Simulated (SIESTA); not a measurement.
## TePb under changes of volume

One of the cells (32.055 Å³/atom); the others are scaled copies at fixed shape and fractional positions:

```
Pb Te
1.0
     4.00229    0.00000    0.00000
     0.00000    4.00229    0.00000
     0.00000    0.00000    4.00229
Pb Te
1 1
Direct
  0.00000 0.00000 0.00000
  0.50000 0.50000 0.50000
```

Measurements of this composition are mostly on another form, of space group No. 225.

```yaml
Program: SIESTA 5.4.2
Functional: PBE
Potentials_or_basis: PseudoDojo 0.4 standard (PBE files)
Basis: DZ (energy shift 0.002 Ry)
Grid_cutoff: 500 Ry
Energy_shift: 0.002 Ry
k_mesh: 7 × 7 × 7
Occupations: fermi-dirac, width 0.05 eV
Spin: no spin polarisation
```

```tsv
volume (Å³/atom)	energy over the lowest point (meV/atom)	pressure (GPa)
30.132	42.66	5.0
30.773	25.10	3.7
31.414	12.61	2.5
32.055	4.23	1.5
32.696	?	?
33.337	0.00	-0.3
33.978	2.55	-1.1
```

What does the run at 32.696 Å³/atom give?

Energy over the lowest point 0.58 meV/atom; pressure 0.5 GPa.

Worked out: A Birch-Murnaghan fit of order 3 (a polynomial in V^(-2/3)) to the other rows has its minimum at 33.10 Å³/atom with B0 = V·E''(V) = 43 GPa and B' = 4.7. It gives 0.34 meV/atom at 32.696 Å³/atom, against the run's 0.58, and -dE/dV = 0.6 GPa, against 0.5.

Energies are extrapolated to zero smearing.

Caveats: the basis has no polarisation orbitals; semicore shells carry a single zeta, which can move pressures by several GPa and volumes by a few percent; the basis of atomic orbitals isn't converged, which shifts pressures, moduli and gaps.
